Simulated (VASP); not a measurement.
## LiH in VASP 6.6.1, single-point calculation

INCAR

```
SIGMA = 0.02
NSW = 0
GGA = PE
NBANDS = 9
ISPIN = 2
PREC = Accurate
MAGMOM = 2 2
LCHARG = .FALSE.
NELM = 62
ISIF = 2
IBRION = -1
ISMEAR = -1
LASPH = .TRUE.
ENCUT = 520
LREAL = .FALSE.
EDIFF = 1E-7
LWAVE = .FALSE.
```

KPOINTS

```
KPOINTS created by Atomic Simulation Environment
0
Gamma
10 10 10
0 0 0
```

POSCAR

```
Li H
 1.0000000000000000
     0.0200299484000000    2.0230247895000000    2.0230247895000000
     2.0230247895000000    0.0200299484000000    2.0230247895000000
     2.0230247895000000    2.0230247895000000    0.0200299484000000
 Li  H
   1   1
Cartesian
  0.0000000000000000  0.0000000000000000  0.0000000000000000
  2.0330397636999988  2.0330397636999988  2.0330397636999997
```

The recommended PBE PAW datasets give the neutral cell 4 valence electrons.

Command

```
mpirun -np 1 vasp_std
```

Problem. Predict the outcome of this run.

Solution. It converged. Results: pressure -0.7 GPa; magnetic moment of the cell 0.00 μB.

OSZICAR

```
N       E                     dE             d eps       ncg     rms          rms(c)
DAV:   1     0.187303617832E+02    0.18730E+02   -0.18512E+03  4232   0.443E+02
DAV:   2     0.137807147988E+02   -0.49496E+01   -0.47761E+01  5978   0.550E+01
DAV:   3     0.137109562185E+02   -0.69759E-01   -0.69670E-01  5049   0.556E+00
DAV:   4     0.137104401090E+02   -0.51611E-03   -0.51597E-03  5915   0.413E-01
DAV:   5     0.137104365314E+02   -0.35776E-05   -0.35769E-05  5084   0.217E-02    0.182E+01
DAV:   6    -0.497109742528E+01   -0.18682E+02   -0.33691E+00  4863   0.750E+00    0.857E+00
DAV:   7    -0.620886759254E+01   -0.12378E+01   -0.12429E+00  5173   0.576E+00    0.246E+00
DAV:   8    -0.612254206566E+01    0.86326E-01   -0.92278E-02  4917   0.182E+00    0.194E+00
DAV:   9    -0.611234519131E+01    0.10197E-01   -0.18338E-01  4477   0.186E+00    0.401E-01
DAV:  10    -0.612488348767E+01   -0.12538E-01   -0.12663E-02  4622   0.836E-01    0.158E-01
DAV:  11    -0.612528356092E+01   -0.40007E-03   -0.39208E-03  5075   0.332E-01    0.929E-02
DAV:  12    -0.612593671887E+01   -0.65316E-03   -0.11459E-03  4601   0.185E-01    0.291E-02
DAV:  13    -0.612597926054E+01   -0.42542E-04   -0.16285E-04  4983   0.580E-02    0.111E-02
DAV:  14    -0.612598328856E+01   -0.40280E-05   -0.15073E-05  4623   0.184E-02    0.220E-03
DAV:  15    -0.612598294688E+01    0.34168E-06   -0.11326E-06  4884   0.662E-03    0.196E-03
DAV:  16    -0.612598332936E+01   -0.38249E-06   -0.25092E-07  4516   0.400E-03    0.589E-04
DAV:  17    -0.612598338286E+01   -0.53499E-07   -0.34667E-08  4415   0.157E-03
   1 F= -.61259834E+01 E0= -.61259834E+01  d E =-.405912E-15  mag=    -0.0000
```

For comparison, a separate PBE run of the intended cell, on usual settings and not on those above, gives a gap of 2.99 eV on its mesh and a pressure of -0.7 GPa.
